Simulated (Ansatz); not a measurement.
CsSnI₃ (P4mm)

Level of theory: DFT PBE, scalar-relativistic, plane waves, PAW (Ansatz 0.2.0).

Settings: cutoff 420 eV, Γ-centred mesh 6×6×6 on the computed 5-atom cell, Gaussian smearing of 0.02 eV; no spin polarisation.

The structure is relaxed at this level of theory with its symmetry kept, and needn't be the ground state of this composition.

```cif
data_structure
_symmetry_space_group_name_H-M 'P4mm'
_symmetry_Int_Tables_number 99
_cell_length_a 6.2889
_cell_length_b 6.2889
_cell_length_c 6.2877
_cell_angle_alpha 90.000
_cell_angle_beta 90.000
_cell_angle_gamma 90.000
_cell_volume 248.68
loop_
_atom_site_label
_atom_site_type_symbol
_atom_site_symmetry_multiplicity
_atom_site_Wyckoff_symbol
_atom_site_fract_x
_atom_site_fract_y
_atom_site_fract_z
_atom_site_occupancy
Cs1 Cs 1 a 0.00000 0.00000 0.00168 1
Sn1 Sn 1 b 0.50000 0.50000 0.50266 1
I1 I 2 c 0.00000 0.50000 0.49842 1
I2 I 1 b 0.50000 0.50000 0.99883 1
```

(1) Formation energy from the elements' standard states (uncorrected)?

(2) Kohn–Sham band gap?

(3) Orbital (Löwdin) character of the top 1 eV of the valence band?

(4) Orbital (Löwdin) character of the lowest 1 eV of the conduction band?

(5) Bader charge by site (e)?

Spin-orbit coupling is left out, which matters for the bands of heavy elements.

## Answers

(1) -0.956 eV/atom.

(2) 0.49 eV.

(3) I 5p 58 %, Sn 5s 25 %, Sn 5p 14 %.

(4) Sn 5p 76 %, I 5p 12 %, unprojected 5 %.

(5) Cs (1 in the cell) 0.87, Sn (1 in the cell) 0.92, I (2 in the cell) -0.60, I (1 in the cell) -0.60.

It comes from a database structure that was distorted and then relaxed. Kohn–Sham gaps at this level usually fall short of measured ones. Löwdin shares on free-atom orbitals overweight diffuse shells in the empty bands.
